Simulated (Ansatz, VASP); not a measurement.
**BaTe: VASP beside Ansatz**

```
Ba Te
1.0
     0.00000    3.53122    3.53122
     3.53122    0.00000    3.53122
     3.53122    3.53122    0.00000
Ba Te
1 1
Direct
  0.00000 0.00000 0.00000
  0.50000 0.50000 0.50000
```

Alike in both runs: functional r2SCAN; k mesh 8 × 8 × 8; occupations gaussian, width 0.02 eV; no spin polarisation.

Ansatz relaxed the structure, and its values are those at the end. VASP's run is a single point on that final structure, the one shown.

```csv
,VASP,Ansatz
version,VASP 6.6.1,Ansatz 0.2.0
potentials or method,"VASP PAW PBE potentials, release 64 (Ba_sv, Te)","scalar-relativistic, plane waves, PAW"
plane-wave cutoff (eV),520,500
valence electrons in the cell,16,26
```

|  | VASP | Ansatz | Ansatz less VASP |
| --- | --- | --- | --- |
| gap on the k mesh at the Fermi level (eV) | 1.93 | 2.00 | +0.072 |
| least direct gap on the mesh (eV) | 2.32 | 2.36 | +0.045 |
| pressure (GPa) | 0.3 | 0.0 | -0.32 |

The two sets of potentials don't hold the same shells in valence.

Caveats: the PAW data sets were made with another functional, which shifts forces and pressure a little (VASP); spin-orbit coupling is left out, which moves the levels of the heavy elements. A k mesh can miss the band edges. r2SCAN opens gaps a little over a GGA but as a rule still falls short of measured ones.
